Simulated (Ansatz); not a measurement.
# HfSiO4: the cell at several levels of theory

How does the equilibrium cell of HfSiO4 in the anatase host structure depend on the functional? It is relaxed with PBE, r2SCAN and PBEsol. This is a trial cell built on a prototype, not taken from a measured structure, and it needn't be the compound's ground state.

Code: Ansatz 0.2.0. PAW datasets, plane waves, zero pressure. The structure was generated, not taken from experiment, and needn't be the ground state; spin polarisation is off.

### Step 1. The cell

This is the cell as the run starts from it, not yet at rest; its lengths are not the crystal's.

Space group I-4m2 (No. 119), tetragonal; conventional cell a = 3.607 Å, c = 9.169 Å, 9.94 Å³ an atom. Near Hf stand 6 O at 1.85–1.90 Å; near Si stand 6 O at 1.85–1.90 Å; near O stand 2 Hf at 1.85 Å and 1 Si at 1.90 Å; near O stand 2 Si at 1.85 Å and 1 Hf at 1.90 Å.

The structure in full:

```
CELL_PARAMETERS angstrom
-1.80358 1.80358 4.58462
1.80358 -1.80358 4.58462
1.80358 1.80358 -4.58462
ATOMIC_POSITIONS crystal
Hf 0.00000 0.00000 0.00000
Si 0.75000 0.25000 0.50000
O 0.95715 0.45715 0.50000
O 0.20715 0.20715 0.00000
O 0.54285 0.04285 0.50000
O 0.79285 0.79285 0.00000
```

### Step 2. Relaxation with PBE

Contents of input.yaml:

```yaml
crystal:
  lattice:
    - [-1.80358369, 1.80358369, 4.58461711]
    - [1.80358369, -1.80358369, 4.58461711]
    - [1.80358369, 1.80358369, -4.58461711]
  atoms:
    - { symbol: Hf, position: [0.0, 0.0, 0.0] }
    - { symbol: Si, position: [0.75, 0.25, 0.5] }
    - { symbol: O, position: [0.95715212, 0.45715212, 0.5] }
    - { symbol: O, position: [0.20715212, 0.20715212, 0.0] }
    - { symbol: O, position: [0.54284788, 0.04284788, 0.5] }
    - { symbol: O, position: [0.79284788, 0.79284788, 0.0] }
kpoints:
  mp_grid: { grid: [10, 10, 10] }
hamiltonian:
  xc: pbe
scf:
  occupations: { method: fermi_dirac, width: 0.02 }
relax:
  f_tol: 0.005
  cell: {}
```

Launch:

```console
$ ansatz run input.yaml --threads 4 --pin off --max-ram 6451MiB --backend cpu --events-out ev --progress --plain --runs-dir out
```

After this run come: r2SCAN: cell and atoms; PBEsol: cell and atoms.

Q: Predict the outcome of this session. Wanted: for each run, a; c; volume; space group; SCF geometries.

The runs gave:

```
 level  a (Å)  c (Å)  volume (Å³/atom)  space group  SCF geometries
   PBE  3.752  9.861            11.570        I-4m2              11
r2SCAN  3.718  9.761            11.242        I-4m2               8
PBEsol  3.714  9.802            11.268        I-4m2               8
```

What this shows: The first relaxation changed the volume by +16.4 % from the start. r2SCAN gives the smallest cell and PBE the largest; they differ by 2.9 % in volume, a mean of 1.0 % in length. The meshes differ: PBE 10×10×10, r2SCAN 8×8×8, PBEsol 8×8×8.
